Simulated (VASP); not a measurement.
Set up this calculation in VASP 6.6.1, as the native input.

```
Task                   : relaxation of cell and atoms
Functional             : PBEsol
Potentials or basis    : VASP PAW PBE potentials, release 64 (Al, Ga_d, As)
Cutoff                 : 600 eV
k mesh                 : 6 × 6 × 6
Occupations            : gaussian, width 0.03 eV
Spin                   : no spin polarisation
Further INCAR settings : ALGO = Normal; EDIFF = 1e-07; IBRION = 2; EDIFFG = -0.005; NSW = 90; ISIF = 3
```

The structure of AlGa7As8 lies in POSCAR:

```
AlGa7As8                                
1.0
   -5.6656763938      5.6656763938      0.0000000000
   -5.6656763938      0.0000000000      5.6656763938
    0.0000000000      5.6656763938      5.6656763938
  Al              Ga              As            
     1     7     8
Direct
     0.0000000000000000    0.0000000000000000    1.0000000000000000
     0.5001198034298854    0.9998801965701146    0.9998801965701146
     0.9998801965701146    0.5001198034298854    0.9998801965701146
     0.9998801965701146    0.9998801965701146    0.5001198034298854
     0.5001198034298854    0.5001198034298854    0.9998801965701146
     0.5001198034298854    0.9998801965701146    0.5001198034298854
     0.9998801965701146    0.5001198034298854    0.5001198034298854
     0.5000000000000000    0.5000000000000000    0.5000000000000000
     0.8749736172211405    0.8749736172211405    0.3750791483365781
     0.3750049077680127    0.8749852766959617    0.3750049077680127
     0.8749852766959617    0.3750049077680127    0.3750049077680127
     0.8749736172211405    0.8749736172211405    0.8749736172211405
     0.3750049077680127    0.3750049077680127    0.3750049077680127
     0.3750791483365781    0.8749736172211405    0.8749736172211405
     0.8749736172211405    0.3750791483365781    0.8749736172211405
     0.3750049077680127    0.3750049077680127    0.8749852766959617
```

The cell was built by a generator and needn't be a form met in nature.

The input as run:

INCAR

```
  PREC = Accurate
  ENCUT = 600
  EDIFF = 1E-7
  ISMEAR = 0
  SIGMA = 0.03
  LREAL = False
  LASPH = True
  NELM = 80
  ALGO = Normal
  ISIF = 3
  LWAVE = False
  LCHARG = False
  GGA = PS
  IBRION = 2
  NSW = 90
  EDIFFG = -0.005
  KPAR = 8
```

KPOINTS

```
regular mesh
0
Gamma
  6 6 6
```

Potentials or basis: VASP PAW PBE potentials, release 64 (Al, Ga_d, As).

Launch:

```bash
$ cat potpaw_PBE.64/Al/POTCAR potpaw_PBE.64/Ga_d/POTCAR potpaw_PBE.64/As/POTCAR > POTCAR
$ mpirun -np 8 vasp_std > vasp.out
```

It gave:

* Relaxed volume: 22.74 Å³/atom
* Relaxed cell: a = 8.013 Å, b = 8.013 Å, c = 8.013 Å, α = 60.00°, β = 60.00°, γ = 60.00°
* Space group after relaxing (to 0.05 Å): F-43m (No. 216)
* Energy gained by relaxing: 0.0 meV/atom
* Ionic steps: 2
* Pressure after relaxing: 0.0 GPa
* Band gap on the k mesh: 0.54 eV, direct

Caveat: the PAW data sets were made with another functional, which shifts forces and pressure a little.

Wall time 9 min on 8 MPI ranks on AMD EPYC 7R43 64-Core Processor (Zen 3), on a shared host, peak memory 0.88 GiB a rank.
